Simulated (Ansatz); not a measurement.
Molecular dynamics of H2C19

input.yaml

```yaml
accuracy: low
crystal:
  lattice:
    - [7.398, 0.0, 0.0]
    - [-3.699, 6.406856, 0.0]
    - [0.0, 0.0, 13.0]
  atoms:
    - { symbol: C, position: [-0.02558554, -0.01029381, 0.08389646] }
    - { symbol: C, position: [0.190737, 0.1038263, 0.1179284] }
    - { symbol: C, position: [-0.02410181, 0.32723356, 0.07080911] }
    - { symbol: C, position: [0.1965635, 0.42098642, 0.06986776] }
    - { symbol: C, position: [-0.00908777, 0.67390057, 0.0770824] }
    - { symbol: C, position: [0.20978035, 0.77459213, 0.07519821] }
    - { symbol: C, position: [0.3178329, -0.01895414, 0.11701783] }
    - { symbol: C, position: [0.53015336, 0.0949415, 0.08521791] }
    - { symbol: C, position: [0.31535536, 0.32489239, 0.08775685] }
    - { symbol: C, position: [0.53756488, 0.42820834, 0.08800102] }
    - { symbol: C, position: [0.3156766, 0.64918119, 0.06580357] }
    - { symbol: C, position: [0.53765879, 0.76704073, 0.06792031] }
    - { symbol: C, position: [0.63103839, -0.01353202, 0.07160844] }
    - { symbol: C, position: [0.85473468, 0.09524167, 0.07042279] }
    - { symbol: C, position: [0.64353892, 0.32547944, 0.07973588] }
    - { symbol: C, position: [0.877518, 0.44547382, 0.07707535] }
    - { symbol: C, position: [0.6371827, 0.65013249, 0.07220986] }
    - { symbol: C, position: [0.85852207, 0.76191653, 0.08035834] }
    - { symbol: C, position: [0.23508378, 0.02533101, 0.21591031] }
    - { symbol: H, position: [0.34177946, 0.1158562, 0.27488161] }
    - { symbol: H, position: [0.09731733, -0.09341108, 0.25708457] }
basis:
  ecutwfc: 420.0
kpoints:
  mp_grid: { grid: [2, 2, 1] }
hamiltonian:
  xc: pbesol
scf:
  occupations: { method: fermi_dirac, width: 0.05 }
  lower_state_search: "off"
md:
  timestep: 0.5
  n_steps: 130
  ensemble: nve
  temperature: 1800.0
  initial_velocities: maxwell_boltzmann
  seed: 220271
```

Command:

```bash
$ ansatz run input.yaml --threads 1 --pin off --max-ram 3072MiB --backend cpu --events-out ev --progress --plain --runs-dir out
```

It goes on from the last frame of an earlier run, with new velocities.

Output, in part (step lines):

```
md step     0: t =     0.00 fs  T =  1800.0 K  F+E_penalty+E_count = -4714.51570545 eV  E_kin = 4.653360 eV  conserved = -4709.86234549 eV  (10 SCF iters)
md step     1: t =     0.50 fs  T =  1811.5 K  F+E_penalty+E_count = -4714.54569431 eV  E_kin = 4.683000 eV  conserved = -4709.86269401 eV  (9 SCF iters)
md step     2: t =     1.00 fs  T =  1792.3 K  F+E_penalty+E_count = -4714.49526558 eV  E_kin = 4.633413 eV  conserved = -4709.86185249 eV  (9 SCF iters)
md step     3: t =     1.50 fs  T =  1747.5 K  F+E_penalty+E_count = -4714.37777744 eV  E_kin = 4.517649 eV  conserved = -4709.86012808 eV  (7 SCF iters)
md step     4: t =     2.00 fs  T =  1687.2 K  F+E_penalty+E_count = -4714.22007503 eV  E_kin = 4.361843 eV  conserved = -4709.85823242 eV  (7 SCF iters)
md step     5: t =     2.50 fs  T =  1622.5 K  F+E_penalty+E_count = -4714.05145672 eV  E_kin = 4.194499 eV  conserved = -4709.85695737 eV  (5 SCF iters)
md step     6: t =     3.00 fs  T =  1560.8 K  F+E_penalty+E_count = -4713.89171576 eV  E_kin = 4.035082 eV  conserved = -4709.85663379 eV  (4 SCF iters)
md step     7: t =     3.50 fs  T =  1504.4 K  F+E_penalty+E_count = -4713.74617026 eV  E_kin = 3.889259 eV  conserved = -4709.85691133 eV  (4 SCF iters)
[... lines left out ...]
md step   130: t =    65.00 fs  T =  1667.5 K  F+E_penalty+E_count = -4714.17331584 eV  E_kin = 4.310873 eV  conserved = -4709.86244300 eV  (8 SCF iters)
```

The steps, from the saved trajectory:

| time (fs) | T (K) | potential energy less start (eV) | conserved less start (meV/atom) |
| --- | --- | --- | --- |
| 0.0 | 1800 | 0.000 | 0.00 |
| 2.0 | 1687 | 0.296 | 0.20 |
| 4.0 | 1452 | 0.905 | 0.25 |
| 6.0 | 1268 | 1.381 | 0.29 |
| 8.0 | 1173 | 1.628 | 0.29 |
| 10.0 | 1189 | 1.583 | 0.18 |
| 12.0 | 1112 | 1.782 | 0.17 |
| 14.0 | 992 | 2.098 | 0.39 |
| 16.0 | 1125 | 1.750 | 0.19 |
| 18.0 | 1213 | 1.521 | 0.19 |
| 20.0 | 1252 | 1.422 | 0.28 |
| 22.0 | 1314 | 1.258 | 0.09 |
| 24.0 | 1203 | 1.551 | 0.35 |
| 26.0 | 1227 | 1.485 | 0.18 |
| 28.0 | 1223 | 1.495 | 0.20 |
| 30.0 | 1162 | 1.656 | 0.35 |
| 32.0 | 1293 | 1.315 | 0.23 |
| 34.0 | 1441 | 0.931 | 0.15 |
| 36.0 | 1465 | 0.870 | 0.22 |
| 38.0 | 1430 | 0.958 | 0.13 |
| 40.0 | 1222 | 1.500 | 0.26 |
| 42.0 | 1082 | 1.862 | 0.32 |
| 44.0 | 1082 | 1.861 | 0.18 |
| 46.0 | 1059 | 1.921 | 0.31 |
| 48.0 | 1126 | 1.746 | 0.20 |
| 50.0 | 1148 | 1.689 | 0.23 |
| 52.0 | 1162 | 1.654 | 0.26 |
| 54.0 | 1173 | 1.624 | 0.10 |
| 56.0 | 1007 | 2.058 | 0.35 |
| 58.0 | 1047 | 1.952 | 0.26 |
| 60.0 | 1234 | 1.468 | 0.19 |
| 62.0 | 1373 | 1.109 | 0.28 |
| 64.0 | 1588 | 0.551 | 0.15 |

All steps were run. The conserved energy stayed within 0.43 meV per atom of its start (net change -0.0047 meV per atom), so the integration is sound. A run of 0.065 ps of so small a system gives no equilibrium averages. Limits of this set-up: coarse k mesh, slab without dipole correction, low accuracy level.

Mean squared displacements from the first frame to the last, about the centre of mass: C 0.03 Å², H 0.31 Å².

Last frame:

```xyz
21
Lattice="7.3980 0.0000 0.0000 -3.6990 6.4069 0.0000 0.0000 0.0000 13.0000" Properties=species:S:1:pos:R:3
C -0.153 -0.164 0.997
C 1.005 0.591 1.286
C -1.367 2.068 1.066
C -0.125 2.707 0.922
C -2.567 4.240 1.093
C -1.325 4.903 1.230
C 2.385 -0.063 1.404
C 3.567 0.669 1.145
C 1.144 2.096 0.910
C 2.409 2.740 0.813
C -0.108 4.160 1.032
C 1.192 4.909 1.109
C 4.789 -0.003 1.040
C 5.953 0.616 0.900
C 3.596 2.055 0.957
C 4.762 2.767 1.103
C 2.333 4.165 1.086
C 3.594 4.898 1.077
C 1.601 0.331 2.644
H 1.860 1.269 3.113
H 1.239 -0.592 3.149
```

Time of the run: 12 min on 1 thread of Arm Neoverse V1, with other jobs on the host, peak memory 0.74 GiB.
